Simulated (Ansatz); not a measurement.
InPd:

```
In Pd
1.0
     3.27188    0.00000    0.00000
     0.00000    3.27188    0.00000
     0.00000    0.00000    3.27188
In Pd
1 1
Direct
  0.00000 0.00000 0.00000
  0.50000 0.50000 0.50000
```

The cell comes from a database or a generator and needn't be the stable form of this composition.

* Program: Ansatz 0.2.0
* Task: relaxation of cell and atoms
* Functional: BLYP
* Potentials or basis: Ansatz PAW
* Cutoff: 420 eV (not typed: the program's choice for these potentials)
* k mesh: 8 × 8 × 8
* Occupations: fermi-dirac, width 0.05 eV
* Spin: no spin polarisation

At the start: volume 17.51 Å³/atom.

How do energy, volume and symmetry change on relaxing?

It ends after 5 steps and the volume is 19.50 Å³/atom (+11.4 %); space group Pm-3m (No. 221, to 0.05 Å).

Step by step:
```csv
step,energy change (eV),largest force (eV/Å),volume (Å³)
1,0.0000,0.0000,35.03
2,-0.1135,0.0000,40.40
3,-0.1254,0.0000,39.25
4,-0.1258,0.0000,39.01
5,-0.1269,0.0000,39.01
```

Final structure:
```xyz
2
Lattice="3.3915 0.0000 0.0000 0.0000 3.3915 0.0000 0.0000 0.0000 3.3915" Properties=species:S:1:pos:R:3 pbc="T T T"
In    0.0000    0.0000    0.0000
Pd    1.6957    1.6957    1.6957
```

Caveat: the plane-wave basis is chosen anew once the cell has moved, so the energies of steps on either side of that aren't comparable; the PAW data sets come from PBE, with cores solved anew for the run's functional, which leaves a small shift of forces and pressure.
